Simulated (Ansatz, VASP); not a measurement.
# TiPt3: VASP beside Ansatz

The input INCAR:

```
SYSTEM = TiPt3
PREC = Accurate
ENCUT = 520
EDIFF = 1E-7
ISMEAR = -1
SIGMA = 0.05
LREAL = .False.
LASPH = .True.
NELM = 80
ALGO = Normal
ISIF = 2
LWAVE = .False.
LCHARG = .False.
GGA = PS
NBANDS = 29
```

Contents of KPOINTS:

```
regular mesh
0
Gamma
  7 7 7
  0 0 0
```

The input POSCAR:

```
TiPt3
1.0
    3.9734311690      0.0000000000      0.0000000000
    0.0000000000      3.9734311690      0.0000000000
    0.0000000000      0.0000000000      3.9734311690
Pt Ti
3 1
Direct
    0.5000000000      0.5000000000      0.0000000000
    0.5000000000      0.0000000000      0.5000000000
    0.0000000000      0.5000000000      0.5000000000
    0.0000000000      0.0000000000      0.0000000000
```

File input.yaml:

```yaml
crystal:
  lattice:
    - [3.973431169, 0.0, 0.0]
    - [0.0, 3.973431169, 0.0]
    - [0.0, 0.0, 3.973431169]
  atoms:
    - { symbol: Pt, position: [0.5, 0.5, 0.0] }
    - { symbol: Pt, position: [0.5, 0.0, 0.5] }
    - { symbol: Pt, position: [0.0, 0.5, 0.5] }
    - { symbol: Ti, position: [0.0, 0.0, 0.0] }
hamiltonian:
  xc: pbesol
  pseudopotentials: { kind: paw }
kpoints:
  mp_grid: { grid: [7, 7, 7] }
scf:
  occupations: { method: fermi_dirac, width: 0.05 }
output:
  forces: true
  stress: true
  eigenvalues: true
```

Change from the starting cell: volume scaled by 1.06.

Alike in both runs: task single point; functional PBEsol; k mesh 7 × 7 × 7; occupations fermi-dirac, width 0.05 eV; no spin polarisation.

|  | VASP | Ansatz |
| --- | --- | --- |
| version | VASP 6.6.1 | Ansatz 0.2.0 |
| potentials or method | VASP PAW PBE potentials, release 64 (Pt, Ti_sv) | Ansatz PAW |
| plane-wave cutoff (eV) | 520 | 420 |
| valence electrons in the cell | 42 | 66 |

|  | VASP | Ansatz | Ansatz less VASP |
| --- | --- | --- | --- |
| gap on the k mesh at the Fermi level (eV) | none | none | - |
| pressure (GPa) | -13.3 | -13.0 | +0.25 |

A gap of «none» marks a metal or a gap that the smearing closes. The two sets of potentials don't hold the same shells in valence.

Caveats: the PAW data sets were made with another functional, which shifts forces and pressure a little (VASP); the PAW data sets come from PBE, with cores solved anew for the run's functional, which leaves a small shift of forces and pressure (Ansatz). Spin-orbit coupling is left out, which matters for the levels of Pt.
